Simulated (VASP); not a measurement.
**ZnO in VASP 6.6.1, single-point calculation**

INCAR

```
LWAVE = .FALSE.
METAGGA = MS2
LREAL = .FALSE.
ENCUT = 520
SIGMA = 0.02
LASPH = .TRUE.
LDAUJ = 0 0
LDAUTYPE = 2
NBANDS = 26
IBRION = -1
LDAU = .TRUE.
NSW = 0
LMAXMIX = 4
NELM = 120
LDAUU = 3.0 0
LCHARG = .FALSE.
PREC = Accurate
LDAUL = 2 -1
EDIFF = 1E-7
ISMEAR = -1
ISIF = 2
```

KPOINTS

```
KPOINTS created by Atomic Simulation Environment
0
Gamma
12 12 6
0 0 0
```

POSCAR

```
Zn O
 1.0000000000000000
     3.0447329548520456   -0.0000000000288675    0.0000000000000000
    -1.5223664774010228    2.6368160866559638    0.0000000000000000
     0.0000000000000000    0.0000000000000000    5.2424986338000004
 Zn  O
   2   2
Cartesian
  0.0000000000000000  0.0000000000000000  0.0000000000000000
  0.0000000000000000  0.0000000000000000  2.6212493169000006
  0.0000000000166668  1.7578773910943535  1.3106246584500003
  1.5223664774343566  0.8789386955327431  3.9318739753500007
```

The recommended PBE PAW datasets give the neutral cell 36 valence electrons.

Command

```
mpirun -np 1 vasp_std
```

How does this run end, and what does it give?

It converged. Results: gap between bands v and c on the k mesh 0.75 eV; least direct gap on the k mesh 0.75 eV; pressure -14.5 GPa. Band v is the last that the valence electrons fill when counted band by band, and c is the next.

OSZICAR

```
N       E                     dE             d eps       ncg     rms          rms(c)
DAV:   1     0.240496177194E+03    0.24050E+03   -0.17166E+04  4064   0.193E+03
DAV:   2    -0.212426035762E+02   -0.26174E+03   -0.24663E+03  4166   0.385E+02
DAV:   3    -0.484876747950E+02   -0.27245E+02   -0.26851E+02  4370   0.127E+02
DAV:   4    -0.489622288142E+02   -0.47455E+00   -0.47349E+00  4316   0.169E+01
DAV:   5    -0.489640282975E+02   -0.17995E-02   -0.17994E-02  4208   0.110E+00    0.109E+01
DAV:   6    -0.242270284615E+02    0.24737E+02   -0.16177E+01  4686   0.114E+02    0.113E+01
DAV:   7    -0.243591355891E+02   -0.13211E+00   -0.45099E+00  4618   0.274E+01    0.597E+00
DAV:   8    -0.244160111830E+02   -0.56876E-01   -0.23622E-01  4988   0.102E+01    0.231E+00
DAV:   9    -0.244301733737E+02   -0.14162E-01   -0.10130E-01  3982   0.291E+00    0.346E-01
DAV:  10    -0.244310944161E+02   -0.92104E-03   -0.10622E-02  4920   0.215E+00    0.202E-01
DAV:  11    -0.244319461481E+02   -0.85173E-03   -0.41664E-03  4904   0.767E-01    0.394E-02
DAV:  12    -0.244319075282E+02    0.38620E-04   -0.32831E-04  4010   0.171E-01    0.591E-02
DAV:  13    -0.244314875226E+02    0.42001E-03   -0.17034E-04  4140   0.129E-01    0.128E-02
DAV:  14    -0.244314240750E+02    0.63448E-04   -0.28812E-05  5014   0.994E-02    0.476E-03
DAV:  15    -0.244314283762E+02   -0.43012E-05   -0.22087E-06  4044   0.133E-02    0.275E-03
DAV:  16    -0.244314203732E+02    0.80030E-05   -0.31634E-07  3516   0.538E-03    0.730E-04
DAV:  17    -0.244314211731E+02   -0.79983E-06   -0.54708E-08  2018   0.258E-03    0.317E-04
DAV:  18    -0.244314225758E+02   -0.14027E-05   -0.68386E-09  2000   0.697E-04    0.111E-04
DAV:  19    -0.244314228368E+02   -0.26100E-06   -0.13045E-09  1992   0.815E-04    0.965E-05
DAV:  20    -0.244314228842E+02   -0.47455E-07   -0.44614E-10  1988   0.206E-04
   1 F= -.24431423E+02 E0= -.24431423E+02  d E =-.399069E-10
```

For comparison, a separate PBE run of the intended cell, on usual settings and not on those above, gives a gap of 0.41 eV on its mesh and a pressure of -2.7 GPa.
